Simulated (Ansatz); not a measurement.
Crystal: Ag2O.

```xyz
6
Lattice="4.7180 0.0000 0.0000 0.0000 4.7180 0.0000 0.0000 0.0000 4.7180" Properties=species:S:1:pos:R:3 pbc="T T T"
Ag    3.5385    1.1795    3.5385
Ag    3.5385    3.5385    1.1795
Ag    1.1795    3.5385    3.5385
Ag    1.1795    1.1795    1.1795
O     2.3590    2.3590    2.3590
O     0.0000    0.0000    0.0000
```

Base run:

```yaml
Program: Ansatz 0.2.0
Functional: HSE06
Potentials_or_basis: Ansatz PAW
Cutoff: "420 eV (not typed: the program's choice for these potentials)"
k_mesh: 4 × 4 × 4
Occupations: fermi-dirac, width 0.05 eV
Spin: no spin polarisation
```

Its results: band gap on the k mesh 1.18 eV, direct; pressure 3.8 GPa.

Problem. The run is repeated on the same cell with these changes: functional from HSE06 to PBE0. What comes out?

Solution. Band gap on the k mesh 1.90 eV, direct; pressure 3.7 GPa.

Caveats: the PAW data sets come from PBE, with cores solved anew for the run's functional, which leaves a small shift of forces and pressure; the thresholds are loose for stress.
